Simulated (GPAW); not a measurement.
A run of GPAW 26.7.0 is set up as follows.

File run.py:

```python
from ase.dft.bandgap import bandgap
from ase.io import read, write
from ase.units import GPa
from gpaw import GPAW, PW

atoms = read('SnTe.xyz')

calc = GPAW(mode=PW(600),
            xc='PBE',
            kpts={'size': (7, 7, 7), 'gamma': True},
            occupations={'name': 'methfessel-paxton', 'order': 0, 'width': 0.05},
            nbands=19,
            convergence={'density': 1e-05, 'energy': 1e-05},
            maxiter=150,
            txt='gpaw.txt')
atoms.calc = calc
energy = atoms.get_potential_energy()
forces = atoms.get_forces()
stress = atoms.get_stress()
calc.write('gs.gpw')
write('result.traj', atoms)
print(f'Energy: {energy:.6f} eV')
print('Forces (eV/A):')
print(forces.round(4))
print('Stress (GPa):', (stress / GPa).round(3))
print('Fermi level:', round(calc.get_fermi_level(), 4), 'eV')
print(f'Gap: {bandgap(calc)[0]:.4f} eV, direct: {bandgap(calc, direct=True)[0]:.4f} eV')
```

File SnTe.xyz:

```xyz
2
Lattice="0.0000000000 3.6111460000 3.6111460000 3.6111460000 0.0000000000 3.6111460000 3.6111460000 3.6111460000 0.0000000000" Properties=species:S:1:pos:R:3 pbc="T T T"
Te     5.4167190000      5.4167190000      5.4167190000
Sn     0.0000000000      0.0000000000      0.0000000000
```

Potentials or basis: GPAW PAW data sets (gpaw-data 1.2.1), pw.

Launch:

```sh
$ OMP_NUM_THREADS=1 python run.py
```

(1) Estimate the pressure.

(2) Predict the band gap on the k mesh.

## Answers

(1) -0.2 GPa.

(2) 0.33 eV, indirect (least direct gap 0.82 eV).

Caveat: spin-orbit coupling is left out, which moves the levels of the heavy elements; an odd mesh through Γ misses points on the zone boundary, where band edges often lie.
